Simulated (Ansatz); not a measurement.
# La single point

input.yaml (Ansatz 0.2.0)

```yaml
crystal:
  lattice:
    - [-2.30628, 2.30628, 2.30628]
    - [2.30628, -2.30628, 2.30628]
    - [2.30628, 2.30628, -2.30628]
  atoms:
    - { symbol: La, position: [0.0, 0.0, 0.0] }
  symmetry: { tolerance: 0.0003 }
kpoints:
  mp_grid: { grid: [10, 10, 10], shift: [0, 0, 0] }
  band_path:
    path:
      - [0.0, 0.0, 0.0]
      - [0.5, -0.5, 0.5]
      - [0.0, 0.0, 0.5]
      - [0.0, 0.0, 0.0]
      - [0.25, 0.25, 0.25]
      - [0.5, -0.5, 0.5]
      - [0.25, 0.25, 0.25]
      - [0.0, 0.0, 0.5]
    npoints: 8
magnetization:
  spin_polarized: false
scf:
  occupations: { method: fermi_dirac, width: 0.0396 }
  lower_state_search: "off"
  max_iter: 200
hamiltonian:
  pseudopotentials: { kind: paw }
  xc: pbe
basis:
  ecutwfc: 420
  fft_grid_basis: typed
output:
  forces: true
  stress: true
  eigenvalues: true
  bader: true
  populations: true
  elf: true
  write_potential: true
  volumetric_format: npy
  dos:
    e_range: [-12, 8]
    de: 0.05
    projected: { site_lists: { La: [La] } }
checkpoint:
  read: saved_state
```

The run starts from an earlier solution of this cell. 

Output (shortened):

```
SCF iter   1: F=—  Δρ=8.71e-4  dr2=2.20e-4
SCF iter   2: F=—  Δρ=4.67e-4  dr2=6.12e-5
SCF iter   3: F=—  Δρ=1.09e-4  dr2=5.09e-6
SCF iter   4: F=—  Δρ=2.12e-5  dr2=1.58e-7
SCF iter   5: F=-6249.7721 eV  Δρ=3.42e-6  dr2=9.45e-9
Free energy (F): -6249.7721 eV
Harris-Foulkes:  -6249.7721 eV  (|F-HF|=2.33e-9)
Internal energy: -6249.7470 eV  (E = F + TS)
E sigma→0 (E₀):  -6249.7595 eV
Entropy (-TS):   -0.0251 eV (-25.127 meV/atom)
Fermi energy:    7.9384 eV
--- Per-component energies (eV) ---
  E_band       = -83.9320
  E_kinetic    = 188.3133
  E_local      = -425.6132  (includes V_loc(G=0)·N_el)
  E_nonlocal   = 94.7860
  E_hartree    = 133.0543
  E_xc         = -137.0022
  E_vxc        = -144.3961  (∫ρ·V_xc dr)
  E_paw        = -5415.9397  (= ΣΔE_a)
  E_vpaw       = -63.1289  (= ΣTr[D̂ρ^β])
  E_aug_tail   =  0.0000  (compensation charges beyond the density's cutoff)
  E_ewald      = -687.3454
  E_smearing   = -0.0251  (= −TS)
--- Stress (GPa, compression-positive) ---
       -4.6493       0.0000       0.0000
        0.0000      -4.6493       0.0000
        0.0000       0.0000      -4.6493
  P = ⅓ Tr σ = -4.6493 GPa (-46.493 kbar)
--- Bader charges: 1 site ---
  site symbol  charge [e]  shift [e]
     0     La      0.0000     0.0000
```

Origin: a known structure type with other elements, at an estimated volume, so it need not be a known compound. Caveats: many states at the Fermi level without spin polarisation, so a magnetic state may lie lower; f levels without a U or exact exchange are poorly placed.
